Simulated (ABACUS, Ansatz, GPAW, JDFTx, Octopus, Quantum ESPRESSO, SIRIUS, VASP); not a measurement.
# One calculation of ZnS, 9 ways

```
CELL_PARAMETERS angstrom
3.81100 0.00000 0.00000
-1.90550 3.30042 0.00000
0.00000 0.00000 6.23400
ATOMIC_POSITIONS crystal
Zn 0.66667 0.33333 0.50000
Zn 0.33333 0.66667 0.00000
S 0.66667 0.33333 0.88500
S 0.33333 0.66667 0.38500
```

Alike in all runs: task single point; functional PBEsol; k mesh 8 × 8 × 5; occupations fermi-dirac, width 0.05 eV; no spin polarisation; no spin-orbit coupling. Pressure is positive in compression and, in plane waves, holds the error of the finite cutoff.

```csv
program and potentials,plane-wave cutoff (eV),notes,pressure (GPa),largest force (eV/Å)
"SIRIUS, all-electron FP-LAPW, apw+lo standard",-,-,-,?
"JDFTx, PseudoDojo-SR-PBEsol-0.4.1-standard with smoothed tails",1143,13 valence electrons an atom on average,-1.35,0.306
"SIRIUS, PseudoDojo 0.4.1 PBEsol standard (scalar relativistic)",1152,13 valence electrons an atom on average,-1.34,0.306
"Quantum ESPRESSO, GBRV 1.5 PBEsol",762,13 valence electrons an atom on average,-1.24,0.307
"Ansatz, all-electron LAPW, scalar-relativistic",-,-,-1.28,0.306
"VASP, PBE PAW files S, Zn, 520 eV",520,potentials made for PBE; 9 valence electrons an atom on average,-1.10,0.309
"ABACUS, PseudoDojo NC SR 0.4.1 PBEsol standard, plane waves",1143,13 valence electrons an atom on average,-1.34,0.306
"GPAW, PAW data sets generated for this functional",600,9 valence electrons an atom on average,-1.30,0.312
"Octopus, pseudodojo_pbesol (PseudoDojo 0.4, PBEsol)",-,13 valence electrons an atom on average,-,0.306
```

Question: Estimate from the other rows what the run with SIRIUS, all-electron FP-LAPW, apw+lo standard gave.

Answer: Largest force 0.305 eV/Å. The other rows, which needn't bracket it: pressure -1.35 to -1.10; largest force 0.306 to 0.312.
